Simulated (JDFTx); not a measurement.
# CaO (Fm-3m) in JDFTx: further runs

Aim: see how the results for CaO move with the level of theory and the settings. Levels: PBE0 (exact-exchange share 0.3), PBE0 (exact-exchange share 0.4). Tasks: single point.

Program: JDFTx 1.7.0 (patched build). These are calculated values, not measurements. Logs are shortened: lines on timing, memory, paths and dates and some standing lists are left out, and cuts for length are marked. The log counts tension as positive stress, the text compression.

**1. The structure**

Symmetry: Fm-3m, No. 225, cubic system. The conventional cell has a = 4.807 Å, b = 4.807 Å, c = 4.807 Å, α = 90.00°, β = 90.00°, γ = 90.00°. Ca (site symmetry m-3m) has 6 O at 2.40 Å as nearest neighbours. Around O (site symmetry m-3m) lie 6 Ca at 2.40 Å.

The cell is a database's computed one.

**2. Single point, PBE0 (exact-exchange share 0.3)**

Contents of CaO.in:

```
lattice \
    0.0000000000     4.5420619907     4.5420619907 \
    4.5420619907     0.0000000000     4.5420619907 \
    4.5420619907     4.5420619907     0.0000000000
coords-type Lattice
ion Ca     0.0000000000     0.0000000000     0.0000000000 1
ion O      0.5000000000     0.5000000000     0.5000000000 1

ion-species pseudo/Ca.upf
ion-species pseudo/O.upf
elec-cutoff 42 336
elec-ex-corr hyb-PBE0
exchange-parameters 0.3
kpoint-folding 2 2 2
elec-smearing Fermi 0.0018374661
elec-n-bands 14
electronic-SCF nIterations 100 energyDiffThreshold 1e-07
electronic-minimize nIterations 30 energyDiffThreshold 1e-7
converge-empty-states yes
forces-output-coords Cartesian

dump-name run.$VAR
dump End Ecomponents EigStats BandEigs Kpoints Forces Stress
```

Potentials or basis: PseudoDojo-SR-PBE-0.5-standard with smoothed tails.

Command:

```bash
$ jdftx -c 1 -i CaO.in -o CaO.out
```

The program printed:

```text
*************** JDFTx 1.7.0 (patched build) ***************

[... 9 lines left out ...]
---------- Initializing the Grid ----------
R =
[            0      4.54206      4.54206  ]
[      4.54206            0      4.54206  ]
[      4.54206      4.54206            0  ]
unit cell volume = 187.408
G =
[  -0.691667   0.691667   0.691667  ]
[   0.691667  -0.691667   0.691667  ]
[   0.691667   0.691667  -0.691667  ]
Minimum fftbox size, Smin = [  56  56  56  ]
Chosen fftbox size, S = [  56  56  56  ]

---------- Initializing tighter grid for wavefunction operations ----------
R =
[            0      4.54206      4.54206  ]
[      4.54206            0      4.54206  ]
[      4.54206      4.54206            0  ]
unit cell volume = 187.408
G =
[  -0.691667   0.691667   0.691667  ]
[   0.691667  -0.691667   0.691667  ]
[   0.691667   0.691667  -0.691667  ]
Minimum fftbox size, Smin = [  40  40  40  ]
Chosen fftbox size, S = [  40  40  40  ]

---------- Exchange Correlation functional ----------
Initalized PBE GGA exchange.
Initalized PBE GGA correlation.
Will include 0.3 x exact exchange.

---------- Setting up pseudopotentials ----------
Width of ionic core gaussian charges (only for fluid interactions / plotting) set to 0

Reading pseudopotential file 'pseudo/Ca.upf':
  'Ca' pseudopotential, 'PBE' functional
  Generated using ONCVPSP code by D. R. Hamann
  10 valence electrons, 3 orbitals, 6 projectors, 1001 radial grid points, with lMax = 2
    3S    l: 0   occupation:  2.0   eigenvalue: -1.730591
    3P    l: 1   occupation:  6.0   eigenvalue: -1.029278
    4S    l: 0   occupation:  2.0   eigenvalue: -0.138412
  Core radius for overlap checks: 1.78 bohrs.

Reading pseudopotential file 'pseudo/O.upf':
  'O' pseudopotential, 'PBE' functional
  Generated using ONCVPSP code by D. R. Hamann
  6 valence electrons, 2 orbitals, 5 projectors, 936 radial grid points, with lMax = 2
    2S    l: 0   occupation:  2.0   eigenvalue: -0.880572
    2P    l: 1   occupation:  4.0   eigenvalue: -0.331869
  Core radius for overlap checks: 1.39 bohrs.

Initialized 2 species with 2 total atoms.

Folded 1 k-points by 2x2x2 to 8 k-points.

---------- Setting up k-points, bands, fillings ----------
Reduced to 3 k-points under symmetry.
Computing the number of bands and number of electrons
Calculating initial fillings.
nElectrons:  16.000000   nBands: 14   nStates: 3

----- Setting up reduced wavefunction bases (one per k-point) -----
average nbasis = 2447.375 , ideal nbasis = 2436.448

----- Initializing Supercell corresponding to k-point mesh -----
Lattice vector linear combinations in supercell:
[   2   0   0  ]
[   0   2   0  ]
[   0   0   2  ]
Supercell lattice vectors:
[  0  9.08412  9.08412  ]
[  9.08412  0  9.08412  ]
[  9.08412  9.08412  0  ]

-------- Setting up exchange kernel --------
Creating Wigner-Seitz truncated kernel on k-point supercell with sample count [  84 84 84 ]
Constructing Wigner-Seitz cell: 12 faces (12 quadrilaterals, 0 hexagons)
Gaussian width for range separation: 0.676834 bohrs.
FFT grid for long-range part: [ 84 84 84 ].
Planning fourier transform ... Done.
Computing truncated long-range part in real space ... Done.
Adding short-range part in reciprocal space ... Done.
Splitting supercell kernel to unit-cell with k-points ... Done.

---------- Setting up exact exchange ----------
Optimizing transforms to minimize k-point pairs ... done (1360 steps).
Reduced 64 k-pairs to 38 under symmetries.
Transforms per reduced k-pair: 1 min, 8 max, 4.2 mean.
Per-iteration cost relative to semi-local calculation ~ 60

---------- Setting up ewald sum ----------
Optimum gaussian width for ewald sums = 2.062926 bohr.
Real space sum over 1331 unit cells with max indices [  5  5  5  ]
Reciprocal space sum over 2197 terms with max indices [  6  6  6  ]

---------- Allocating electronic variables ----------
Initializing wave functions:  linear combination of atomic orbitals
Note: number of bands (14) exceeds available atomic orbitals (9)
[... 13 lines left out ...]
LCAOMinimize: Iter:   7  F: -53.6025122718202311  |grad|_K:  1.856e-07  alpha:  4.230e-01  linmin: -1.785e-04  cgtest:  8.298e-04
LCAOMinimize: Converged (|Delta F|<1.000000e-06 for 2 iters).

-------- Electronic minimization -----------
Will mix electronic density at each iteration.
Constructing ACE exchange operator ... done.

	FillingsUpdate:  mu: +0.432525365  nElectrons: 16.000000
	FillingsUpdate:  mu: +0.422169541  nElectrons: 16.000000
SCF: Cycle:  0   F: -52.894588491522953   dF: -1.058e-01   |Residual|: 1.678e-01   |deigs|: 2.174e-01
	FillingsUpdate:  mu: +0.300000000  nElectrons: 16.000000
SCF: Cycle:  1   F: -52.899929257023324   dF: -5.341e-03   |Residual|: 1.978e-02   |deigs|: 4.135e-02
	FillingsUpdate:  mu: +0.300000000  nElectrons: 16.000000
SCF: Cycle:  2   F: -52.901577911620137   dF: -1.649e-03   |Residual|: 1.040e-02   |deigs|: 1.448e-02
	FillingsUpdate:  mu: +0.300000000  nElectrons: 16.000000
SCF: Cycle:  3   F: -52.902052637167749   dF: -4.747e-04   |Residual|: 2.287e-03   |deigs|: 5.034e-03
	FillingsUpdate:  mu: +0.300000000  nElectrons: 16.000000
SCF: Cycle:  4   F: -52.902029660320380   dF: +2.298e-05   |Residual|: 7.568e-04   |deigs|: 5.302e-03
	FillingsUpdate:  mu: +0.300000000  nElectrons: 16.000000
SCF: Cycle:  5   F: -52.902075744484748   dF: -4.608e-05   |Residual|: 1.483e-04   |deigs|: 4.927e-03
	FillingsUpdate:  mu: +0.300000000  nElectrons: 16.000000
SCF: Cycle:  6   F: -52.902076839784847   dF: -1.095e-06   |Residual|: 6.261e-05   |deigs|: 5.515e-03
[... 74 lines left out ...]
	FillingsUpdate:  mu: +0.300000000  nElectrons: 16.000000
SCF: Cycle:  0   F: -52.911360266417759   dF: -9.279e-03   |Residual|: 3.165e-02   |deigs|: 3.639e-02
	FillingsUpdate:  mu: +0.300000000  nElectrons: 16.000000
SCF: Cycle:  1   F: -52.911383878601171   dF: -2.361e-05   |Residual|: 3.203e-02   |deigs|: 1.914e-04
	FillingsUpdate:  mu: +0.300000000  nElectrons: 16.000000
[... 50 further cycles ...]
SCF: Cycle: 52   F: -52.908355713109955   dF: +6.940e-08   |Residual|: 1.822e-08   |deigs|: 8.327e-06
	FillingsUpdate:  mu: +0.300000000  nElectrons: 16.000000
SCF: Cycle: 53   F: -52.908355712770572   dF: +3.394e-10   |Residual|: 5.456e-09   |deigs|: 7.662e-06
SCF: Converged (|Residual|<1.000000e-07 for 2 iters).

	FillingsUpdate:  mu: +0.300000000  nElectrons: 16.000000
VxxLoop: Iter:  1   F: -52.908355712770572   dF: -6.275e-03
Constructing ACE exchange operator ... done.

	FillingsUpdate:  mu: +0.300000000  nElectrons: 16.000000
SCF: Cycle:  0   F: -52.907008280883389   dF: +1.347e-03   |Residual|: 3.162e-03   |deigs|: 9.601e-03
	FillingsUpdate:  mu: +0.300000000  nElectrons: 16.000000
SCF: Cycle:  1   F: -52.907009289900543   dF: -1.009e-06   |Residual|: 3.198e-03   |deigs|: 2.153e-04
	FillingsUpdate:  mu: +0.300000000  nElectrons: 16.000000
[... 3 further cycles ...]
SCF: Cycle:  5   F: -52.907015271439185   dF: -6.909e-08   |Residual|: 3.235e-03   |deigs|: 6.485e-06
	FillingsUpdate:  mu: +0.300000000  nElectrons: 16.000000
SCF: Cycle:  6   F: -52.907015276759296   dF: -5.320e-09   |Residual|: 3.237e-03   |deigs|: 3.238e-06
SCF: Converged (|Delta E|<1.000000e-07 for 2 iters).
[... 65 lines left out ...]
	FillingsUpdate:  mu: +0.300000000  nElectrons: 16.000000
SCF: Cycle:  0   F: -52.906291938655130   dF: -2.960e-06   |Residual|: 4.796e-06   |deigs|: 2.741e-07
	FillingsUpdate:  mu: +0.300000000  nElectrons: 16.000000
SCF: Cycle:  1   F: -52.906291217002767   dF: +7.217e-07   |Residual|: 1.181e-06   |deigs|: 1.534e-06
	FillingsUpdate:  mu: +0.300000000  nElectrons: 16.000000
[... 3 further cycles ...]
SCF: Cycle:  5   F: -52.906291380797214   dF: +1.783e-07   |Residual|: 7.135e-08   |deigs|: 3.685e-07
	FillingsUpdate:  mu: +0.300000000  nElectrons: 16.000000
SCF: Cycle:  6   F: -52.906291382650210   dF: -1.853e-09   |Residual|: 4.855e-08   |deigs|: 1.067e-08
SCF: Converged (|Residual|<1.000000e-07 for 2 iters).

	FillingsUpdate:  mu: +0.300000000  nElectrons: 16.000000
VxxLoop: Iter:  7   F: -52.906291382650210   dF: -2.404e-06
Constructing ACE exchange operator ... done.

	FillingsUpdate:  mu: +0.300000000  nElectrons: 16.000000
SCF: Cycle:  0   F: -52.906290887638889   dF: +4.950e-07   |Residual|: 5.710e-07   |deigs|: 1.119e-07
	FillingsUpdate:  mu: +0.300000000  nElectrons: 16.000000
SCF: Cycle:  1   F: -52.906290780413144   dF: +1.072e-07   |Residual|: 3.198e-07   |deigs|: 2.258e-07
	FillingsUpdate:  mu: +0.300000000  nElectrons: 16.000000
[... 2 further cycles ...]
SCF: Cycle:  4   F: -52.906291027782025   dF: -1.029e-08   |Residual|: 1.291e-06   |deigs|: 2.015e-08
	FillingsUpdate:  mu: +0.300000000  nElectrons: 16.000000
SCF: Cycle:  5   F: -52.906291095878672   dF: -6.810e-08   |Residual|: 1.759e-06   |deigs|: 1.226e-08
SCF: Converged (|Delta E|<1.000000e-07 for 2 iters).
[... 5 lines left out ...]
	FillingsUpdate:  mu: +0.300000000  nElectrons: 16.000000
SCF: Cycle:  0   F: -52.906290459144778   dF: +6.367e-07   |Residual|: 1.126e-06   |deigs|: 5.575e-08
	FillingsUpdate:  mu: +0.300000000  nElectrons: 16.000000
SCF: Cycle:  1   F: -52.906290706058464   dF: -2.469e-07   |Residual|: 1.092e-06   |deigs|: 4.831e-07
	FillingsUpdate:  mu: +0.300000000  nElectrons: 16.000000
SCF: Cycle:  2   F: -52.906290704085201   dF: +1.973e-09   |Residual|: 1.087e-06   |deigs|: 2.065e-09
	FillingsUpdate:  mu: +0.300000000  nElectrons: 16.000000
SCF: Cycle:  3   F: -52.906290753833510   dF: -4.975e-08   |Residual|: 1.390e-06   |deigs|: 6.636e-09
SCF: Converged (|deigs|<1.000000e-08 for 2 iters).

	FillingsUpdate:  mu: +0.300000000  nElectrons: 16.000000
VxxLoop: Iter:  9   F: -52.906290753833510   dF: +3.420e-07
Constructing ACE exchange operator ... done.

	FillingsUpdate:  mu: +0.300000000  nElectrons: 16.000000
SCF: Cycle:  0   F: -52.906290477138775   dF: +2.767e-07   |Residual|: 1.053e-06   |deigs|: 3.572e-09
	FillingsUpdate:  mu: +0.300000000  nElectrons: 16.000000
SCF: Cycle:  1   F: -52.906290715655928   dF: -2.385e-07   |Residual|: 1.065e-06   |deigs|: 4.774e-07
	FillingsUpdate:  mu: +0.300000000  nElectrons: 16.000000
[... 2 further cycles ...]
SCF: Cycle:  4   F: -52.906290335115870   dF: -7.321e-08   |Residual|: 2.330e-06   |deigs|: 1.395e-07
	FillingsUpdate:  mu: +0.300000000  nElectrons: 16.000000
SCF: Cycle:  5   F: -52.906290417730787   dF: -8.261e-08   |Residual|: 1.075e-06   |deigs|: 1.681e-07
SCF: Converged (|Delta E|<1.000000e-07 for 2 iters).
[... 21 lines left out ...]
	FillingsUpdate:  mu: +0.300000000  nElectrons: 16.000000
SCF: Cycle:  0   F: -52.906290809921593   dF: -1.918e-08   |Residual|: 2.739e-07   |deigs|: 7.553e-09
	FillingsUpdate:  mu: +0.300000000  nElectrons: 16.000000
SCF: Cycle:  1   F: -52.906290751989971   dF: +5.793e-08   |Residual|: 2.675e-07   |deigs|: 1.230e-07
	FillingsUpdate:  mu: +0.300000000  nElectrons: 16.000000
[... 3 further cycles ...]
SCF: Cycle:  5   F: -52.906290860808596   dF: -3.984e-09   |Residual|: 4.306e-07   |deigs|: 1.514e-08
	FillingsUpdate:  mu: +0.300000000  nElectrons: 16.000000
SCF: Cycle:  6   F: -52.906290861765711   dF: -9.571e-10   |Residual|: 4.270e-07   |deigs|: 9.946e-10
SCF: Converged (|Delta E|<1.000000e-07 for 2 iters).

	FillingsUpdate:  mu: +0.300000000  nElectrons: 16.000000
VxxLoop: Iter: 12   F: -52.906290861765711   dF: -7.102e-08
Setting wave functions to eigenvectors of Hamiltonian
Converging empty states (this may take a while): |deigs|: 7.931e-09
Computing exact exchange ... done.

# Stress tensor in Cartesian coordinates [Eh/a0^3]:
[ -5.83323e-06            0            0  ]
[            0 -5.83323e-06            0  ]
[            0            0 -5.83323e-06  ]

# Ionic positions in lattice coordinates:
ion Ca   0.000000000000000   0.000000000000000   0.000000000000000 1
ion O   0.500000000000000   0.500000000000000   0.500000000000000 1

# Forces in Cartesian coordinates:
force Ca  -0.000000000000000   0.000000000000000  -0.000000000000000 1
force O  -0.000000000000000   0.000000000000000   0.000000000000000 1

# Energy components:
   Eewald =      -41.5179928084223988
       EH =       10.3443381845970279
     Eloc =      -37.6582645265991260
      Enl =        0.7166825776093269
      Exc =       -8.3614336476217694
 Exc_core =        1.6581327185003991
      EXX =       -2.4530849193570514
       KE =       24.3653315595278741
-------------------------------------
     Etot =      -52.9062908617657115

IonicMinimize: Iter:   0  F: -52.906290861765711  |grad|_K:  1.613e-42
IonicMinimize: Converged (|grad|_K<1.000000e-04).

#--- Lowdin population analysis ---
# oxidation-state Ca +1.698
# oxidation-state O -1.449

Dumping 'run.eigStats' ...
	eMin: -1.273318 at state 0 ( [ +0.000000 +0.000000 +0.000000 ] spin 0 )
	HOMO: +0.228080 at state 0 ( [ +0.000000 +0.000000 +0.000000 ] spin 0 )
	mu  : +0.300000
	LUMO: +0.463994 at state 2 ( [ +0.000000 +0.500000 +0.500000 ] spin 0 )
	eMax: +0.758385 at state 2 ( [ +0.000000 +0.500000 +0.500000 ] spin 0 )
	HOMO-LUMO gap: +0.235914
	Optical gap  : +0.251406 at state 2 ( [ +0.000000 +0.500000 +0.500000 ] spin 0 )
Done!
[note: the Lowdin charges miss the electrons that lie outside the files' atomic orbitals]
[note: mu as printed may lie anywhere between the filled and the empty levels]
```

Run time: 1.7 min. Hardware: 1 thread of AMD EPYC 9R45 (Zen 5), shared host; peak memory 0.14 GiB.

The run converged, but some of its settings lie outside the range that counts as converged, so its numbers aren't taken as properties of the crystal.

What came out:

```yaml
Free_energy: -1439.6535 eV
Pressure: 0.2 GPa
Band_gap_on_the_k_mesh: 6.42 eV, indirect (least direct gap 6.84 eV)
```

Caveat: the k mesh is coarse (spacing up to 1.13 Å⁻¹), so the values aren't converged, least of all with exact exchange; the hybrid runs on potentials with a model core; the potentials were made for another functional, which shifts forces and pressure.

**3. Single point, PBE0 (exact-exchange share 0.4)**

Edit CaO.in of step 2 so:

```diff
@@ -12,3 +12,3 @@
 elec-ex-corr hyb-PBE0
-exchange-parameters 0.3
+exchange-parameters 0.4
 kpoint-folding 2 2 2
@@ -22,2 +22,2 @@
 dump-name run.$VAR
-dump End Ecomponents EigStats BandEigs Kpoints Forces Stress
+dump End Ecomponents EigStats BandEigs Kpoints Forces Stress ElecDensity Dtot KEdensity
```

Potentials or basis: PseudoDojo-SR-PBE-0.5-standard with smoothed tails.

Command:

```bash
$ jdftx -c 1 -i CaO.in -o CaO.out
```

The program printed:

```text
*************** JDFTx 1.7.0 (patched build) ***************

[... 9 lines left out ...]
---------- Initializing the Grid ----------
R =
[            0      4.54206      4.54206  ]
[      4.54206            0      4.54206  ]
[      4.54206      4.54206            0  ]
unit cell volume = 187.408
G =
[  -0.691667   0.691667   0.691667  ]
[   0.691667  -0.691667   0.691667  ]
[   0.691667   0.691667  -0.691667  ]
Minimum fftbox size, Smin = [  56  56  56  ]
Chosen fftbox size, S = [  56  56  56  ]

---------- Initializing tighter grid for wavefunction operations ----------
R =
[            0      4.54206      4.54206  ]
[      4.54206            0      4.54206  ]
[      4.54206      4.54206            0  ]
unit cell volume = 187.408
G =
[  -0.691667   0.691667   0.691667  ]
[   0.691667  -0.691667   0.691667  ]
[   0.691667   0.691667  -0.691667  ]
Minimum fftbox size, Smin = [  40  40  40  ]
Chosen fftbox size, S = [  40  40  40  ]

---------- Exchange Correlation functional ----------
Initalized PBE GGA exchange.
Initalized PBE GGA correlation.
Will include 0.4 x exact exchange.

---------- Setting up pseudopotentials ----------
Width of ionic core gaussian charges (only for fluid interactions / plotting) set to 0

Reading pseudopotential file 'pseudo/Ca.upf':
  'Ca' pseudopotential, 'PBE' functional
  Generated using ONCVPSP code by D. R. Hamann
  10 valence electrons, 3 orbitals, 6 projectors, 1001 radial grid points, with lMax = 2
    3S    l: 0   occupation:  2.0   eigenvalue: -1.730591
[... 188 lines left out ...]
SCF: Cycle:  1   F: -52.863098495008131   dF: -7.320e-07   |Residual|: 8.893e-05   |deigs|: 1.428e-04
	FillingsUpdate:  mu: +0.300000000  nElectrons: 16.000000
[... 29 further cycles ...]
SCF: Cycle: 31   F: -52.863083251933475   dF: -8.743e-09   |Residual|: 1.532e-06   |deigs|: 4.629e-08
	FillingsUpdate:  mu: +0.300000000  nElectrons: 16.000000
SCF: Cycle: 32   F: -52.863083270147399   dF: -1.821e-08   |Residual|: 1.646e-06   |deigs|: 5.893e-08
SCF: Converged (|Delta E|<1.000000e-07 for 2 iters).
[... 50 lines left out ...]
	FillingsUpdate:  mu: +0.300000000  nElectrons: 16.000000
SCF: Cycle:  0   F: -52.863068628270938   dF: +6.137e-08   |Residual|: 7.934e-08   |deigs|: 8.785e-07
	FillingsUpdate:  mu: +0.300000000  nElectrons: 16.000000
SCF: Cycle:  1   F: -52.863068639013022   dF: -1.074e-08   |Residual|: 3.976e-08   |deigs|: 6.032e-08
SCF: Converged (|Residual|<1.000000e-07 for 2 iters).

	FillingsUpdate:  mu: +0.300000000  nElectrons: 16.000000
VxxLoop: Iter:  8   F: -52.863068639013022   dF: +5.063e-08
Setting wave functions to eigenvectors of Hamiltonian
Converging empty states (this may take a while): |deigs|: 1.984e-07
Computing exact exchange ... done.

# Stress tensor in Cartesian coordinates [Eh/a0^3]:
[  2.31468e-05            0            0  ]
[            0  2.31468e-05            0  ]
[            0            0  2.31468e-05  ]

# Ionic positions in lattice coordinates:
ion Ca   0.000000000000000   0.000000000000000   0.000000000000000 1
ion O   0.500000000000000   0.500000000000000   0.500000000000000 1

# Forces in Cartesian coordinates:
force Ca   0.000000000000000   0.000000000000000  -0.000000000000000 1
force O  -0.000000000000000  -0.000000000000000  -0.000000000000000 1

# Energy components:
   Eewald =      -41.5179928084223988
       EH =       10.3272882998397915
     Eloc =      -37.5916563679033899
      Enl =        0.7155143496433856
      Exc =       -7.2718786548723831
 Exc_core =        1.4327898583618461
      EXX =       -3.2723767966372748
       KE =       24.3152434809774007
-------------------------------------
     Etot =      -52.8630686390130222

IonicMinimize: Iter:   0  F: -52.863068639013022  |grad|_K:       -nan
IonicMinimize: None of the convergence criteria satisfied after 0 iterations.

#--- Lowdin population analysis ---
# oxidation-state Ca +1.705
# oxidation-state O -1.463

Dumping 'run.eigStats' ...
	eMin: -1.330220 at state 0 ( [ +0.000000 +0.000000 +0.000000 ] spin 0 )
	HOMO: +0.204383 at state 0 ( [ +0.000000 +0.000000 +0.000000 ] spin 0 )
	mu  : +0.300000
	LUMO: +0.478209 at state 2 ( [ +0.000000 +0.500000 +0.500000 ] spin 0 )
	eMax: +0.775350 at state 2 ( [ +0.000000 +0.500000 +0.500000 ] spin 0 )
	HOMO-LUMO gap: +0.273826
	Optical gap  : +0.289598 at state 2 ( [ +0.000000 +0.500000 +0.500000 ] spin 0 )
Done!
[note: the Lowdin charges miss the electrons that lie outside the files' atomic orbitals]
[note: mu as printed may lie anywhere between the filled and the empty levels]
```

Run time: 84 s. Hardware: 1 thread of AMD EPYC 9R45 (Zen 5), shared host; peak memory 0.14 GiB.

These settings aren't checked as converged: the numbers below hold their error.

What came out:

* Free energy: -1438.4774 eV
* Pressure: -0.7 GPa
* Band gap on the k mesh: 7.45 eV, indirect (least direct gap 7.88 eV)

Caveat: the k mesh is coarse (spacing up to 1.13 Å⁻¹), so the values aren't converged, least of all with exact exchange; the hybrid runs on potentials with a model core; the potentials were made for another functional, which shifts forces and pressure.

**4. For comparison**

An earlier run on the cell as given: functional PBEsol; potentials or basis PseudoDojo-SR-PBEsol-0.4.1-standard with smoothed tails; cutoff 1143 eV; density cutoff 9143 eV; k mesh 10 × 10 × 10; occupations fermi-dirac, width 0.05 eV; no spin polarisation.

- Pressure: -3.0 GPa
- Band gap on the k mesh: 3.56 eV, indirect (least direct gap 3.94 eV)
